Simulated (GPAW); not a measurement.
# Ta (Im-3m) in GPAW: notebook, part 2 of 2

GPAW 26.7.0. Earlier steps stand in the parts before.

**4. Band structure, LDA, spin-orbit coupling, no magnetisation**

File run.py:

```python
import numpy as np
from ase.dft.bandgap import bandgap
from ase.io import read, write
from ase.units import GPa
from gpaw import GPAW, PW
from gpaw.spinorbit import soc_eigenstates

atoms = read('Ta.cif')

calc = GPAW(mode=PW(600),
            xc='LDA',
            kpts={'size': (11, 11, 11), 'gamma': True},
            occupations={'name': 'fermi-dirac', 'width': 0.05},
            nbands=15,
            convergence={'density': 1e-05, 'energy': 1e-05},
            maxiter=150,
            txt='gpaw.txt')
atoms.calc = calc
energy = atoms.get_potential_energy()
forces = atoms.get_forces()
stress = atoms.get_stress()
calc.write('gs.gpw')
write('result.traj', atoms)
print(f'Energy: {energy:.6f} eV')
print('Forces (eV/A):')
print(forces.round(4))
print('Stress (GPa):', (stress / GPa).round(3))
print('Fermi level:', round(calc.get_fermi_level(), 4), 'eV')
print(f'Gap: {bandgap(calc)[0]:.4f} eV, direct: {bandgap(calc, direct=True)[0]:.4f} eV')

path = atoms.cell.bandpath('GHNGPH,PN', npoints=60, eps=1e-4)
bs_calc = calc.fixed_density(kpts=path, symmetry='off', nbands=23,
                             convergence={'bands': 'CBM+6.0', 'eigenstates': 1e-6}, txt='bands.txt')
bs = bs_calc.band_structure()
bs.write('bs.json')
print(f'Gap on the path: {bandgap(bs_calc)[0]:.4f} eV')

soc = soc_eigenstates(bs_calc, theta=90, phi=45)
np.savetxt('soc_bands.dat', soc.eigenvalues(), fmt='%.4f')
mesh = soc_eigenstates('gs.gpw', theta=90, phi=45)
np.savetxt('soc_mesh.dat', mesh.eigenvalues(), fmt='%.4f')
print('Fermi level with spin-orbit coupling:', round(mesh.fermi_level, 4), 'eV')
```

File Ta.cif:

```cif
data_Ta
_cell_length_a 2.86010086
_cell_length_b 2.86010086
_cell_length_c 2.86010086
_cell_angle_alpha 109.47122063
_cell_angle_beta 109.47122063
_cell_angle_gamma 109.47122063
_space_group_name_H-M_alt 'P1'
_space_group_name_Hall 'P 1'
_space_group_IT_number 1
loop_
_space_group_symop_operation_xyz
'x,y,z'
loop_
_atom_site_label
_atom_site_type_symbol
_atom_site_symmetry_multiplicity
_atom_site_Wyckoff_symbol
_atom_site_fract_x
_atom_site_fract_y
_atom_site_fract_z
_atom_site_occupancy
Ta1 Ta 1 a 0.0000000000 0.0000000000 0.0000000000 1
```

Potentials or basis: the program's PAW data sets (release 1.2.1) made for this functional, pw.

Started as:

```console
> OMP_NUM_THREADS=1 python run.py
```

gpaw.txt:

```text
__  _  _
 | _ |_)|_||  |
 |__||  | ||/\| - 26.7.0

Input parameters:
  mode=PW(ecut=600.0),
  convergence={'density': 1e-05, 'energy': 1e-05},
  kpts=MonkhorstPack(size=(11, 11, 11), gamma=True),
  maxiter=150,
  nbands=15,
  occupations=Occupations(name='fermi-dirac', width=0.05),
  xc=XC(name='LDA')

Diagonalizing LCAO Hamiltonian
Converting LCAO to pw mode

       Ta

Atoms  # Å, Bohr magnetons
|   | symbol |        x |        y |        z |    initial magnetic moments |
|---|--------|----------|----------|----------|-----------------------------|
| 0 |     Ta | 0.000000 | 0.000000 | 0.000000 | ( 0.0000,  0.0000,  0.0000) |

Unit cell  # Å
| periodic |         x |         y |        z |  lengths |     angles |
|----------|-----------|-----------|----------|----------|------------|
|      yes |  2.860101 |  0.000000 | 0.000000 | 2.860101 | 109.471221 |
|      yes | -0.953367 |  2.696529 | 0.000000 | 2.860101 | 109.471221 |
|      yes | -0.953367 | -1.348264 | 2.335263 | 2.860101 | 109.471221 |

Number of symmetries: 48
Symmetry operations  # r_c * U_cc + t_c -> r_c
|    | kind |            matrix            |
|----|------|------------------------------|
|  0 |  σ   |  1, 1, 1,  0, 0,-1,  0,-1, 0 |
|  1 |  C4  |  1, 1, 1,  0, 0,-1, -1, 0, 0 |
|  2 |  C2  |  1, 1, 1,  0,-1, 0,  0, 0,-1 |
|  3 |  S6  |  1, 1, 1,  0,-1, 0, -1, 0, 0 |
|  4 |  S6  |  1, 1, 1, -1, 0, 0,  0, 0,-1 |
|  5 |  C4  |  1, 1, 1, -1, 0, 0,  0,-1, 0 |
|  6 |  E   |  1, 0, 0,  0, 1, 0,  0, 0, 1 |
|  7 |  σ   |  1, 0, 0,  0, 1, 0, -1,-1,-1 |
|  8 |  σ   |  1, 0, 0,  0, 0, 1,  0, 1, 0 |
|  9 |  C3  |  1, 0, 0,  0, 0, 1, -1,-1,-1 |
| 10 |  C3  |  1, 0, 0, -1,-1,-1,  0, 1, 0 |
| 11 |  σ   |  1, 0, 0, -1,-1,-1,  0, 0, 1 |
| 12 |  σ   |  0, 1, 0,  1, 0, 0,  0, 0, 1 |
| 13 |  C2  |  0, 1, 0,  1, 0, 0, -1,-1,-1 |
| 14 |  C3  |  0, 1, 0,  0, 0, 1,  1, 0, 0 |
| 15 |  S4  |  0, 1, 0,  0, 0, 1, -1,-1,-1 |
| 16 |  S4  |  0, 1, 0, -1,-1,-1,  1, 0, 0 |
| 17 |  C3  |  0, 1, 0, -1,-1,-1,  0, 0, 1 |
| 18 |  C3  |  0, 0, 1,  1, 0, 0,  0, 1, 0 |
| 19 |  S4  |  0, 0, 1,  1, 0, 0, -1,-1,-1 |
| 20 |  σ   |  0, 0, 1,  0, 1, 0,  1, 0, 0 |
| 21 |  C3  |  0, 0, 1,  0, 1, 0, -1,-1,-1 |
| 22 |  C2  |  0, 0, 1, -1,-1,-1,  1, 0, 0 |
| 23 |  S4  |  0, 0, 1, -1,-1,-1,  0, 1, 0 |
| 24 |  C4  |  0, 0,-1,  1, 1, 1,  0,-1, 0 |
| 25 |  σ   |  0, 0,-1,  1, 1, 1, -1, 0, 0 |
| 26 |  S6  |  0, 0,-1,  0,-1, 0,  1, 1, 1 |
| 27 |  C2  |  0, 0,-1,  0,-1, 0, -1, 0, 0 |
| 28 |  C4  |  0, 0,-1, -1, 0, 0,  1, 1, 1 |
| 29 |  S6  |  0, 0,-1, -1, 0, 0,  0,-1, 0 |
| 30 |  S6  |  0,-1, 0,  1, 1, 1,  0, 0,-1 |
| 31 |  C4  |  0,-1, 0,  1, 1, 1, -1, 0, 0 |
| 32 |  C4  |  0,-1, 0,  0, 0,-1,  1, 1, 1 |
| 33 |  S6  |  0,-1, 0,  0, 0,-1, -1, 0, 0 |
| 34 |  σ   |  0,-1, 0, -1, 0, 0,  1, 1, 1 |
| 35 |  C2  |  0,-1, 0, -1, 0, 0,  0, 0,-1 |
| 36 |  C2  | -1, 0, 0,  1, 1, 1,  0, 0,-1 |
| 37 |  S6  | -1, 0, 0,  1, 1, 1,  0,-1, 0 |
| 38 |  S6  | -1, 0, 0,  0, 0,-1,  1, 1, 1 |
| 39 |  C2  | -1, 0, 0,  0, 0,-1,  0,-1, 0 |
| 40 |  C2  | -1, 0, 0,  0,-1, 0,  1, 1, 1 |
| 41 |  i   | -1, 0, 0,  0,-1, 0,  0, 0,-1 |
| 42 |  S4  | -1,-1,-1,  1, 0, 0,  0, 1, 0 |
| 43 |  C3  | -1,-1,-1,  1, 0, 0,  0, 0, 1 |
| 44 |  C3  | -1,-1,-1,  0, 1, 0,  1, 0, 0 |
| 45 |  σ   | -1,-1,-1,  0, 1, 0,  0, 0, 1 |
| 46 |  S4  | -1,-1,-1,  0, 0, 1,  1, 0, 0 |
| 47 |  C2  | -1,-1,-1,  0, 0, 1,  0, 1, 0 |

BZ-sampling:
  Number of BZ points: 1331
  Number of IBZ points: 56

  Monkhorst-Pack size: [11, 11, 11]
  Monkhorst-Pack shift: [0, 0, 0]

K-points  # in reciprocal-cell coordinates
|     |                                coordinates |     weight |
|-----|--------------------------------------------|------------|
|   0 | (  0.00000000,   0.00000000,   0.00000000) | 0.00075131 |
|   1 | (  0.09090909,   0.00000000,   0.00000000) | 0.00901578 |
|   2 | (  0.09090909,   0.09090909,  -0.09090909) | 0.00450789 |
|   3 | (  0.18181818,   0.00000000,  -0.09090909) | 0.01803156 |
|   4 | (  0.18181818,   0.00000000,   0.00000000) | 0.00901578 |
|   5 | (  0.18181818,   0.09090909,  -0.09090909) | 0.01803156 |
|   6 | (  0.18181818,   0.18181818,  -0.18181818) | 0.00450789 |
|   7 | (  0.27272727,  -0.09090909,  -0.09090909) | 0.00601052 |
|   8 | (  0.27272727,   0.00000000,  -0.09090909) | 0.03606311 |
|   9 | (  0.27272727,   0.00000000,   0.00000000) | 0.00901578 |
| ... |                                            |            |
|  55 | (  0.45454545,   0.45454545,   0.45454545) | 0.00601052 |

Plane wave coefficients: 615
Cutoff: 600.0 eV

Spin-components: 1 (collinear spins)
Bands:           15
Projectors:      6
Spin-degeneracy: 2
Datatype:        complex128

Parallelization:
  kpt:    1
  domain: 1
  band:   1

Density:
  Valence electrons: 13.0
  Components: 1
  Grid points: [18 18 18]
  Charge: 0.0  # |e|

Potential:
  Grid points: [18 18 18]

species:
  Ta:
    name:    Tantalum
    Z:       73.0
    valence: 13
    core:    60
    charge:  0.0  # [|e|]
    compensation charges:
      type: gauss
      rc: 0.42  # [Å]
      lmax: 2
    cutoffs:
      filter: 2.36  # [Å]
      core: 3.45  # [Å]
    projectors
    | kind |    occ | energy [eV] | rcut [Å] |
    |------|--------|-------------|----------|
    |   5s |  2.000 |     -72.979 |    1.365 |
    |   6s |  2.000 |      -5.599 |    1.365 |
    |   5p |  6.000 |     -39.590 |    1.349 |
    |   6p |  0.000 |      -1.483 |    1.349 |
    |   5d |  3.000 |      -3.794 |    1.307 |
    |    d |        |      23.417 |    1.307 |

    Using partial waves for Ta as LCAO basis

Reference energy: -423922.319582  # eV

eigensolver:
  PPCG
  Converge bands: occupied
  niter=2

density mixing:
  MSR1-Mixer
  Pratt-step length: 0.05
  Maximum mixing coefficient: 0.75
  Old densities: 10
  SVD Regularization: 0.005
  Good broyden scale: 1.0
  Trust region scale: 1.0
  Backstep threshold: 4.0
  History deletion threshold: 6.0
  Fourier metric: weight=20.0, sigma=0.015

occupation numbers:
  Fermi-Dirac:
    width: 0.0500  # eV

poisson solver:
  ecut: 4800.0  # eV

xc functional:
  name: None

convergence criteria:
[... 6 lines left out ...]
|iter     | |      energy | eigst |  dens |
|---------|-|-------------|-------|-------|
|iter:   1| |  -11.081578 | -0.11 |       |
|iter:   2| |  -11.054484 | -3.13 | -1.31 |
|iter:   3| |  -10.919847 | -2.07 | -1.34 |
|iter:   4| |  -10.922662 | -3.63 | -2.03 |
|iter:   5| |  -10.923886 | -4.80 | -2.40 |
|iter:   6| |  -10.923887 | -7.17 | -3.94 |
|iter:   7| |  -10.923887c| -8.23c| -4.27 |
|iter:   8| |  -10.923887c| -9.28c| -5.44c|

Converged in 8 steps
Energy contributions relative to reference atoms: (reference = -423922.319582)

Energy contributions:
  Kinetic:           4.612530
  Coulomb:          -5.269651
  Zero:             -0.279673
  External:          0.000000
  Xc:               -9.983357
  Entropy:          -0.007473
  Spinorbit:         0.000000
  ----------------------------
  Free energy:     -10.927623
  Extrapolated:    -10.923887

dipole moment: (-3.434547, -4.857183, -8.412888)  # |e|*Ang

Fermi level: 11.467
Eigenvalues  # (at kpt = [0.000, 0.000, 0.000])
| band index |      eig [eV] | occ [0-2] |
|------------|---------------|-----------|
|          0 |       -55.469 |     2.000 |
|          1 |       -21.608 |     2.000 |
|          2 |       -21.608 |     2.000 |
|          3 |       -21.608 |     2.000 |
|          4 |         3.635 |     2.000 |
|          5 |        12.151 |     0.000 |
|          6 |        12.151 |     0.000 |
|          7 |        12.151 |     0.000 |
|          8 |        15.381 |     0.000 |
|          9 |        15.381 |     0.000 |
|         10 |        26.404 |     0.000 |
|         11 |        26.404 |     0.000 |
|         12 |        26.404 |     0.000 |
|        ... |               |           |
|         14 |        37.589 |     0.000 |

No gap
No difference between direct/indirect transitions

Forces  # eV/Ang
|        x |        y |        z |
|----------|----------|----------|
| -0.00000 | -0.00000 | -0.00000 |  # Ta   0

Stress tensor  # eV/Ang^3
|         x |         y |         z |
|-----------|-----------|-----------|
|  0.059173 | -0.000000 | -0.000000 |
| -0.000000 |  0.059173 | -0.000000 |
| -0.000000 | -0.000000 |  0.059173 |

# Writing to gs.gpw (mode='')
```

Run time: 22 s. Hardware: 1 thread of Arm Neoverse V1, shared host; peak memory 0.22 GiB.

What came out:

```yaml
Free_energy: -10.9276 eV
Pressure: -9.5 GPa
Band_gap_along_the_path: none (metal or under the smearing width)
```

Levels at the corners of the path, in eV from the Fermi level:
| point | band 9 | band 10 | band 11 | band 12 | band 13 | band 14 | band 15 | band 16 |
| --- | --- | --- | --- | --- | --- | --- | --- | --- |
| Γ | -7.83 | -7.83 | 0.51 | 0.51 | 0.51 | 0.51 | 0.95 | 0.95 |
| H | -3.80 | -3.80 | -3.80 | -3.80 | 6.53 | 6.53 | 6.53 | 6.53 |
| N | -4.36 | -4.36 | -1.58 | -1.58 | 1.77 | 1.77 | 3.77 | 3.77 |
| Γ | -7.83 | -7.83 | 0.51 | 0.51 | 0.51 | 0.51 | 0.95 | 0.95 |
| P | -1.71 | -1.71 | -0.91 | -0.91 | -0.91 | -0.91 | 4.96 | 4.96 |
| H | -3.80 | -3.80 | -3.80 | -3.80 | 6.53 | 6.53 | 6.53 | 6.53 |
| P | -1.71 | -1.71 | -0.91 | -0.91 | -0.91 | -0.91 | 4.96 | 4.96 |
| N | -4.36 | -4.36 | -1.58 | -1.58 | 1.77 | 1.77 | 3.77 | 3.77 |

Caveat: spin-orbit coupling was added after a scalar SCF, so levels and gaps hold it while energy, forces, pressure and moments don't; this program's spin-orbit splittings come out too wide for heavy elements.

**5. Equation of state, TASK**

File run.py:

```python
import spglib
from ase import Atoms
from ase.eos import EquationOfState
from ase.io import Trajectory, read
from ase.units import GPa
from gpaw import GPAW, PW

atoms = read('Ta.cif')
cell, positions, numbers = spglib.find_primitive(
    (atoms.cell[:], atoms.get_scaled_positions(), atoms.numbers), symprec=1e-4)
atoms = Atoms(numbers, cell=cell, scaled_positions=positions, pbc=True)

traj = Trajectory('eos.traj', 'w')
volumes, energies = [], []
for x in [0.94, 0.96, 0.98, 1.0, 1.02, 1.04, 1.06]:
    a = atoms.copy()
    a.set_cell(atoms.cell * x**(1 / 3), scale_atoms=True)
    calc = GPAW(mode=PW(600),
                xc='MGGA_X_TASK+LDA_C_PW',
                kpts={'size': (11, 11, 11), 'gamma': True},
                occupations={'name': 'fermi-dirac', 'width': 0.05},
                nbands=15,
                convergence={'density': 1e-05, 'energy': 1e-05},
                maxiter=150,
                txt=f'eos-{x:.2f}.txt')
    a.calc = calc
    energies.append(a.get_potential_energy(force_consistent=True))
    volumes.append(a.get_volume())
    p = -a.get_stress()[:3].mean() / GPa
    calc.write(f'eos-{x:.2f}.gpw')
    traj.write(a)
    print(f'{x:.2f} {volumes[-1]:10.4f} A^3 {energies[-1]:14.6f} eV {p:9.3f} GPa', flush=True)

v0, e0, B = EquationOfState(volumes, energies, eos='birchmurnaghan').fit()
print(f'V0 = {v0:.4f} A^3, E0 = {e0:.6f} eV, B0 = {B / GPa:.2f} GPa')
```

File Ta.cif:

```cif
data_Ta
_cell_length_a 3.30256000
_cell_length_b 3.30256000
_cell_length_c 3.30256000
_cell_angle_alpha 90.00000000
_cell_angle_beta 90.00000000
_cell_angle_gamma 90.00000000
_space_group_name_H-M_alt 'Im-3m'
_space_group_name_Hall '-I 4 2 3'
_space_group_IT_number 229
loop_
_space_group_symop_operation_xyz
'x,y,z'
'-x,-y,-z'
'-y,x,z'
'y,-x,-z'
'-x,-y,z'
'x,y,-z'
'y,-x,z'
'-y,x,-z'
'x,-y,-z'
'-x,y,z'
'-y,-x,-z'
'y,x,z'
'-x,y,-z'
'x,-y,z'
'y,x,-z'
'-y,-x,z'
'z,x,y'
'-z,-x,-y'
'z,-y,x'
'-z,y,-x'
'z,-x,-y'
'-z,x,y'
'z,y,-x'
'-z,-y,x'
'-z,x,-y'
'z,-x,y'
'-z,-y,-x'
'z,y,x'
'-z,-x,y'
'z,x,-y'
'-z,y,x'
'z,-y,-x'
'y,z,x'
'-y,-z,-x'
'x,z,-y'
'-x,-z,y'
'-y,z,-x'
'y,-z,x'
'-x,z,y'
'x,-z,-y'
'-y,-z,x'
'y,z,-x'
'-x,-z,-y'
'x,z,y'
'y,-z,-x'
'-y,z,x'
'x,-z,y'
'-x,z,-y'
'x+1/2,y+1/2,z+1/2'
'-x+1/2,-y+1/2,-z+1/2'
'-y+1/2,x+1/2,z+1/2'
'y+1/2,-x+1/2,-z+1/2'
'-x+1/2,-y+1/2,z+1/2'
'x+1/2,y+1/2,-z+1/2'
'y+1/2,-x+1/2,z+1/2'
'-y+1/2,x+1/2,-z+1/2'
'x+1/2,-y+1/2,-z+1/2'
'-x+1/2,y+1/2,z+1/2'
'-y+1/2,-x+1/2,-z+1/2'
'y+1/2,x+1/2,z+1/2'
'-x+1/2,y+1/2,-z+1/2'
'x+1/2,-y+1/2,z+1/2'
'y+1/2,x+1/2,-z+1/2'
'-y+1/2,-x+1/2,z+1/2'
'z+1/2,x+1/2,y+1/2'
'-z+1/2,-x+1/2,-y+1/2'
'z+1/2,-y+1/2,x+1/2'
'-z+1/2,y+1/2,-x+1/2'
'z+1/2,-x+1/2,-y+1/2'
'-z+1/2,x+1/2,y+1/2'
'z+1/2,y+1/2,-x+1/2'
'-z+1/2,-y+1/2,x+1/2'
'-z+1/2,x+1/2,-y+1/2'
'z+1/2,-x+1/2,y+1/2'
'-z+1/2,-y+1/2,-x+1/2'
'z+1/2,y+1/2,x+1/2'
'-z+1/2,-x+1/2,y+1/2'
'z+1/2,x+1/2,-y+1/2'
'-z+1/2,y+1/2,x+1/2'
'z+1/2,-y+1/2,-x+1/2'
'y+1/2,z+1/2,x+1/2'
'-y+1/2,-z+1/2,-x+1/2'
'x+1/2,z+1/2,-y+1/2'
'-x+1/2,-z+1/2,y+1/2'
'-y+1/2,z+1/2,-x+1/2'
'y+1/2,-z+1/2,x+1/2'
'-x+1/2,z+1/2,y+1/2'
'x+1/2,-z+1/2,-y+1/2'
'-y+1/2,-z+1/2,x+1/2'
'y+1/2,z+1/2,-x+1/2'
'-x+1/2,-z+1/2,-y+1/2'
'x+1/2,z+1/2,y+1/2'
'y+1/2,-z+1/2,-x+1/2'
'-y+1/2,z+1/2,x+1/2'
'x+1/2,-z+1/2,y+1/2'
'-x+1/2,z+1/2,-y+1/2'
loop_
_atom_site_label
_atom_site_type_symbol
_atom_site_symmetry_multiplicity
_atom_site_Wyckoff_symbol
_atom_site_fract_x
_atom_site_fract_y
_atom_site_fract_z
_atom_site_occupancy
Ta1 Ta 2 a 0.0000000000 0.0000000000 0.0000000000 1
```

Potentials or basis: GPAW PAW data sets (gpaw-data 1.2.1), pw.

Started as:

```console
> OMP_NUM_THREADS=1 python run.py
```

Run time: 4.7 min. Hardware: 1 thread of Arm Neoverse V1, shared host; peak memory 0.73 GiB.

It converged, with:

```yaml
Equilibrium_volume: "18.38 Å³/atom (rough: see the caveat)"
Bulk_modulus: 191 GPa (rough)
```

Energy against volume, from the lowest point:
| volume (Å³/atom) | energy (meV/atom) |
| --- | --- |
| 16.930 | 75.72 |
| 17.290 | 41.70 |
| 17.650 | 18.01 |
| 18.010 | 4.50 |
| 18.371 | 0.00 |
| 18.731 | 3.90 |
| 19.091 | 15.63 |

Caveat: the points scatter about the fit; the PAW data sets were made with another functional, which shifts forces and pressure a little.

**6. Summary**

```tsv
task	level	potentials or basis	spin	band path	band points	spin axis theta (degrees)	spin axis phi (degrees)	soc after scf	V0 of scaled cells (Å³/atom)	B0 (GPa)
equation of state	PBEsol+D3(BJ)	PAW data sets generated in the run's folder for this functional, pw	off	-	-	-	-	-	17.11	229
equation of state	BP86	PAW data sets generated in the run's folder for this functional, pw	off	-	-	-	-	-	18.22	197
band structure	LDA	the program's PAW data sets (release 1.2.1) made for this functional, pw	SOC, no magnetisation	GHNGPH,PN	60	90	45	second variation	-	-
equation of state	TASK	GPAW PAW data sets (gpaw-data 1.2.1), pw	off	-	-	-	-	-	-	-
```

Alike in all rows: cell as given; k mesh 11 × 11 × 11; cutoff (eV) 600; smearing fermi-dirac 0.05 eV.

Caveats: spin-orbit coupling was added after a scalar SCF, so levels and gaps hold it while energy, forces, pressure and moments don't (some runs); this program's spin-orbit splittings come out too wide for heavy elements (some runs); the points scatter about the fit (some runs); the PAW data sets were made with another functional, which shifts forces and pressure a little (some runs).

Total energies depend on the potentials used, so only differences within one code and one set of settings carry meaning.

**7. How close it comes**

Step 2. Measured bulk modulus of Ta: 194 GPa (quoted in “Pressure effects on the electronic structure and superconductivity of (TaNb)0.67(HfZrTi)0.33 high entropy alloy”, 2019, arxiv:1910.08312). This calculation gives 229 GPa (+17.8 %). The fit is for a static lattice scaled at fixed shape and fixed fractional positions.

Step 3. Against the measured bulk modulus of Ta, 194 GPa (quoted in “Pressure effects on the electronic structure and superconductivity of (TaNb)0.67(HfZrTi)0.33 high entropy alloy”, 2019, arxiv:1910.08312), the calculated 197 GPa is off by +1.6 %. The fit is for a static lattice scaled at fixed shape and fixed fractional positions.
